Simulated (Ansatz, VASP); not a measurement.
One calculation of Ta, two programs

```
Ta
1.0
    -1.65233    1.65233    1.65233
     1.65233   -1.65233    1.65233
     1.65233    1.65233   -1.65233
Ta
1
Direct
  0.00000 0.00000 0.00000
```

Alike in both runs: functional r2SCAN; k mesh 18 × 18 × 18; occupations gaussian, width 0.1 eV; no spin polarisation.

Ansatz relaxed the structure, and its values are those at the end. VASP's run is a single point on that final structure, the one shown.

```csv
,VASP,Ansatz
version,VASP 6.6.1,Ansatz 0.2.0
potentials or method,"VASP PAW PBE potentials, release 64 (Ta_pv)","scalar-relativistic, plane waves, PAW"
plane-wave cutoff (eV),520,500
valence electrons in the cell,11,13
```

```tsv
	VASP	Ansatz	Ansatz less VASP
gap on the k mesh at the Fermi level (eV)	none	none	-
pressure (GPa)	0.6	0.0	-0.65
```

A gap of «none» marks a metal or a gap that the smearing closes. The two sets of potentials don't hold the same shells in valence.

Caveats: the PAW data sets were made with another functional, which shifts forces and pressure a little (VASP). The runs have no spin-orbit coupling, so splittings on Ta are missing.
